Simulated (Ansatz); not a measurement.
# MoS2: the cost of one run

Program: Ansatz 0.2.0. Level of theory: DFT PBE, scalar-relativistic, plane waves, PAW, and further levels as typed in the inputs. These are calculated values, not measurements.

### 1 The system as given

The structure is hexagonal, space group P-6m2 (No. 187). The conventional cell has a = 3.160 Å, b = 3.160 Å, c = 21.130 Å, α = 90.00°, β = 90.00°, γ = 120.00°. S (site symmetry 3m) has 3 Mo at 2.40 Å as nearest neighbours. Around Mo (site symmetry -6m2) lie 6 S at 2.40 Å.

As a file:

```cif
data_structure
_symmetry_space_group_name_H-M 'P-6m2'
_symmetry_Int_Tables_number 187
_cell_length_a 3.1600
_cell_length_b 3.1600
_cell_length_c 21.1300
_cell_angle_alpha 90.000
_cell_angle_beta 90.000
_cell_angle_gamma 120.000
_cell_volume 182.73
loop_
_atom_site_label
_atom_site_type_symbol
_atom_site_symmetry_multiplicity
_atom_site_Wyckoff_symbol
_atom_site_fract_x
_atom_site_fract_y
_atom_site_fract_z
_atom_site_occupancy
S1 S 2 i 0.66667 0.33333 0.42593 1
Mo1 Mo 1 d 0.33333 0.66667 0.50000 1
```

### 2 Relaxing the atoms: MoS2 sheet, no spin

Input file input.yaml:

```yaml
crystal:
  lattice:
    - [3.16, 0.0, 0.0]
    - [-1.58, 2.736640276, 0.0]
    - [0.0, 0.0, 21.13]
  atoms:
    - { symbol: S, position: [0.6666666667, 0.3333333333, 0.42593469] }
    - { symbol: Mo, position: [0.3333333333, 0.6666666667, 0.5] }
    - { symbol: S, position: [0.6666666667, 0.3333333333, 0.57406531] }
  periodic: [true, true, false]
scf:
  occupations: { method: gaussian, width: 0.02 }
  n_extra_bands: 6
output:
  forces: true
  stress: false
  write_density: true
  write_potential: true
  elf: true
  volumetric_format: npy
kpoints:
  mp_grid: { grid: [12, 12, 1] }
hamiltonian:
  xc: pbe
relax:
  f_tol: 0.003
  max_steps: 100
```

Started as:

```bash
ansatz run input.yaml --threads 8 --pin off --max-ram 32768MiB --backend cpu --events-out ev --progress --plain --runs-dir out
```

**Question.** How long does this run take on 8 threads of Arm Neoverse V2, shared host, and how much memory does it need?

About 4.2 s, with a peak of 0.67 GiB.
